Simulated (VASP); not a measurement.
A run of VASP 6.6.1 is set up as follows.

Contents of INCAR:

```
SYSTEM = Tl
  PREC = Accurate
  ENCUT = 600
  EDIFF = 1E-7
  ISMEAR = 1
  SIGMA = 0.1
  LREAL = .FALSE.
  LASPH = .TRUE.
  NELM = 80
  ALGO = Normal
  ISIF = 3
  LWAVE = .FALSE.
  LCHARG = .FALSE.
  GGA = PS
  IBRION = 2
  NSW = 90
  EDIFFG = -0.005
  KPAR = 2
```

KPOINTS

```
regular mesh
0
G
  12 12 7
  0 0 0
```

POSCAR

```
Tl                                      
1.0
    3.5131166796      0.0000000000      0.0000000000
   -1.7565583398      3.0424482910      0.0000000000
    0.0000000000     -0.0000000000      5.3693815590
  Tl            
     2
Direct
     0.3333333332999970    0.6666666667000030    0.2500000000000000
     0.6666666667000030    0.3333333332999970    0.7500000000000000
```

Potentials or basis: VASP PAW PBE potentials, release 64 (Tl_d).

Command:

```sh
$ cat potpaw_PBE.64/Tl_d/POTCAR > POTCAR
$ mpirun -np 2 vasp_std > vasp.out
```

Q: Estimate the space group after relaxing (to 0.05 Å).

A: P6_3/mmc (No. 194).

Q: What does it give for the relaxed cell?

A: a = 3.513 Å, b = 3.513 Å, c = 5.371 Å, α = 90.00°, β = 90.00°, γ = 120.00°.

Final structure:
```
CELL_PARAMETERS angstrom
3.51319 0.00000 0.00000
-1.75659 3.04251 0.00000
0.00000 0.00000 5.37069
ATOMIC_POSITIONS crystal
Tl 0.33333 0.66667 0.25000
Tl 0.66667 0.33333 0.75000
```

 The run has no spin-orbit coupling, so splittings on Tl are missing.
